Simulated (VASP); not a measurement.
Here is a VASP 6.6.1 calculation.

File INCAR:

```
SYSTEM = BaTe
PREC = Accurate ; ENCUT = 520
EDIFF = 1E-8 ; ISMEAR = 0
SIGMA = 0.05 ; LREAL = .FALSE.
LASPH = .TRUE. ; NELM = 100
ALGO = Normal ; ISIF = 2
LWAVE = .FALSE. ; LCHARG = .FALSE.
GGA = RE ; IVDW = 1
LEPSILON = .TRUE.
```

KPOINTS

```
Automatic mesh
0
G
  7 7 7
  0 0 0
```

The input POSCAR:

```
BaTe
1.0
    0.0000000000      3.4100000000      3.4100000000
    3.4100000000      0.0000000000      3.4100000000
    3.4100000000      3.4100000000      0.0000000000
Ba Te
1 1
Direct
    0.0000000000      0.0000000000      0.0000000000
    0.5000000000      0.5000000000      0.5000000000
```

Potentials or basis: VASP PAW PBE potentials, release 64 (Ba_sv, Te).

Run with:

```bash
$ cat potpaw_PBE.64/Ba_sv/POTCAR potpaw_PBE.64/Te/POTCAR > POTCAR
$ mpirun -np 1 vasp_std > vasp.out
```

(1) Estimate the electronic dielectric tensor (diagonal).

(2) Estimate the Born charges (mean of the diagonal).

(3) Predict the dispersion energy per atom.

(4) Predict the band gap on the k mesh.

Results:

(1) 6.52.

(2) Ba +2.62; Te -2.62 e.

(3) -1.607 eV.

(4) 1.46 eV, indirect (least direct gap 1.84 eV).

Caveat: spin-orbit coupling is left out, which moves the levels of the heavy elements; an odd mesh through Γ misses points on the zone boundary, where band edges often lie.
